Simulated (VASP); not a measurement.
Input of a VASP 6.6.1 run:

Contents of INCAR:

```
  PREC = Accurate
  ENCUT = 520
  EDIFF = 1E-6
  ISMEAR = 0
  SIGMA = 0.03
  LREAL = False
  LASPH = True
  NELM = 80
  ALGO = Normal
  ISIF = 2
  LWAVE = False
  LCHARG = False
  MAGMOM = 0 0 0 0 0 0
  LORBIT = 11
  LSORBIT = True
  GGA_COMPAT = False
  GGA = PS
  NBANDS = 32
```

The input KPOINTS:

```
regular mesh
0
Gamma
  8 8 8
```

File POSCAR:

```
GaN                                     
1.0
    0.0000000000      2.2475536595      2.2475536595
    2.2475536595      0.0000000000      2.2475536595
    2.2475536595      2.2475536595      0.0000000000
  Ga              N             
     1     1
Direct
     0.0000000000000000    0.0000000000000000    0.0000000000000000
     0.7500000000000000    0.7500000000000000    0.7500000000000000
```

File KPOINTS_OPT:

```
explicit points
209
Reciprocal
 0.0000000000  0.0000000000  0.0000000000 1
 0.0263157895  0.0000000000  0.0263157895 1
 0.0526315789  0.0000000000  0.0526315789 1
 0.0789473684  0.0000000000  0.0789473684 1
 0.1052631579  0.0000000000  0.1052631579 1
 0.1315789474  0.0000000000  0.1315789474 1
[... 201 lines left out ...]
 0.4250000000  0.0000000000  0.4250000000 1
 0.4500000000  0.0000000000  0.4500000000 1
```

Potentials or basis: VASP PAW PBE potentials, release 64 (Ga_d, N).

Command:

```bash
$ cat potpaw_PBE.64/Ga_d/POTCAR potpaw_PBE.64/N/POTCAR > POTCAR
$ mpirun -np 1 vasp_ncl > vasp.out
```

(1) What does it give for the pressure?

Results:

(1) 0.2 GPa.

Caveat: the PAW data sets were made with another functional, which shifts forces and pressure a little.
